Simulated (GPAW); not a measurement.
Runs of GPAW 26.7.0 on CuO. Symmetry: P-6m2, No. 187, hexagonal system. Conventional cell: a = 2.836 Å, b = 2.836 Å, c = 2.768 Å, α = 90.00°, β = 90.00°, γ = 120.00°. Cu (site symmetry -6m2) has 6 O at 2.14 Å as nearest neighbours. Around O (site symmetry -6m2) lie 6 Cu at 2.14 Å. Measurements of this composition are mostly on another form, of space group No. 15.

```csv
level,potentials or basis,spin,U,fixed moment (μB),gap on the mesh (eV),pressure (GPa),moment (μB)
r2SCAN+U,"GPAW PAW data sets (gpaw-data 1.2.1), pw","collinear, zero start",Cu d U = 2 eV,0.0,-,-6.5,0.00
PBEsol+U,"PAW data sets generated in the run's folder for this functional, pw","collinear, ferromagnetic start",Cu d U = 8 eV,-,none,(a),1.00
PBEsol+U,"PAW data sets generated in the run's folder for this functional, pw","collinear, zero start",Cu d U = 3 eV,0.0,-,-8.2,0.00
r2SCAN+U,"GPAW PAW data sets (gpaw-data 1.2.1), pw","collinear, ferromagnetic start",Cu d U = 6 eV,-,none,-5.6,1.00
```

Alike in all rows: task single point; cell as given; k mesh 8 × 8 × 7; cutoff (eV) 800; smearing gaussian 0.05 eV.

Task: Fill in the values left out.

Result: (a) -7.5.

Caveats: with this Cu data set, volumes or pressures lay over 1.5 % or 2 GPa off other programs in two to four cells of ten; the PAW data sets were made with another functional, which shifts forces and pressure a little (some runs); the total moment is fixed, so each spin has its own Fermi level (some runs); a cell with one magnetic atom can't hold antiferromagnetic order, which such compounds often take (some runs).

A gap of «none» marks a metal or a gap under the smearing width.
